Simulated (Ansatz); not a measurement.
# Hg: one contact scaled

The task here is to estimate one member of a computed series from the others.

Method: DFT PBE, with the methods named in each step, in Ansatz 0.2.0.

2 further runs of the same task are left out: 2 that didn't finish.

## The starting structure

Symmetry: Fd-3m, No. 227, cubic system. The conventional cell has a = 6.661 Å, b = 6.661 Å, c = 6.661 Å, α = 90.00°, β = 90.00°, γ = 90.00°. Hg (site symmetry -43m) has 4 Hg at 2.88 Å as nearest neighbours.

Structure file:

```
CELL_PARAMETERS angstrom
0.00000 3.33034 3.33034
3.33034 0.00000 3.33034
3.33034 3.33034 0.00000
ATOMIC_POSITIONS crystal
Hg 0.87500 0.87500 0.87500
Hg 0.12500 0.12500 0.12500
```

Atoms are numbered in the order of the input: Hg1, Hg2.

The first run:

input.yaml

```yaml
crystal:
  lattice:
    - [0.0, 3.3303445432, 3.3303445432]
    - [3.3303445432, 0.0, 3.3303445432]
    - [3.3303445432, 3.3303445432, 0.0]
  atoms:
    - { symbol: Hg, position: [-0.125, -0.125, -0.125] }
    - { symbol: Hg, position: [0.125, 0.125, 0.125] }
kpoints:
  mp_grid: { grid: [8, 8, 8] }
scf:
  occupations: { method: fermi_dirac, width: 0.05 }
hamiltonian:
  xc: pbe
  pseudopotentials: { kind: paw }
output:
  forces: true
  stress: true
  eigenvalues: true
  efg: { contact_densities: true }
  populations: true
  write_density: true
  write_potential: true
  elf: true
  volumetric_format: npy
```

Run with:

```sh
> ansatz run input.yaml --threads 1 --pin off --max-ram 2048MiB --backend cpu --events-out ev --progress --plain --runs-dir out
```

Steps of the session up to this table: Shortest bond scaled by 1, PAW; Shortest bond scaled by 0.94, PAW; Shortest bond scaled by 0.82, PAW; Shortest bond scaled by 0.76, PAW; Shortest bond scaled by 0.7, PAW; Shortest bond scaled by 0.7, PAW (source ansatz).

One of the session's tables, all rows but one given; the rest of the session is left out.

```
             method  length (Å)  F from the given length (eV/cell)  force along the bond (eV/Å)  pressure (GPa)  largest force (eV/Å)
                PAW       2.019                                  ?                            ?               ?                     ?
                PAW       2.192                              2.233                       11.219           16.26                11.219
                PAW       2.365                              0.880                        5.133            8.07                 5.133
                PAW       2.711                              0.051                        0.684            2.33                 0.684
                PAW       2.884                              0.000                        0.000            1.90                 0.000
PAW (source ansatz)       2.019                                  –                       23.665           32.23                23.665
```

Estimate the missing values for PAW, 2.019.

As computed: F from the given length (eV/cell): 5.118; force along the bond (eV/Å): 23.560; pressure (GPa): 32.07; largest force (eV/Å): 23.560.

Limits of these values: Warnings in the runs' records: gradients without spin orbit.
